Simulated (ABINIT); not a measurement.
Crystal: KTaO3.

```
Ta K O
1.0
     3.98830    0.00000    0.00000
     0.00000    3.98830    0.00000
     0.00000    0.00000    3.98830
Ta K O
1 1 3
Cartesian
  0.0000 0.0000 0.0000
  1.9942 1.9942 1.9942
  0.0000 0.0000 1.9942
  0.0000 1.9942 0.0000
  1.9942 0.0000 0.0000
```

Program: ABINIT 10.8.3 (patched build). Alike in all runs: no spin polarisation; cell as given; cutoff (eV) 626; smearing fermi-dirac 0.05 eV. Hardware: 1 thread of Arm Neoverse V2, with other jobs on the host.

Task: Order these runs on this cell by their wall time, lowest first.
A. task band structure; level RPBE; potentials or basis JTH PAW PBE v2.0; k mesh 7 × 7 × 7; mesh quality not flagged
B. task single point; level LDA; potentials or basis JTH PAW LDA v2.0; k mesh 6 × 6 × 6; mesh quality not flagged
C. task single point; level PBE; potentials or basis JTH PAW PBE v2.0; k mesh 3 × 3 × 3; mesh quality coarse

Result: C (17 s), B (39 s), A (110 s).

Caveats: some runs use coarse meshes; the atomic spheres overlap.
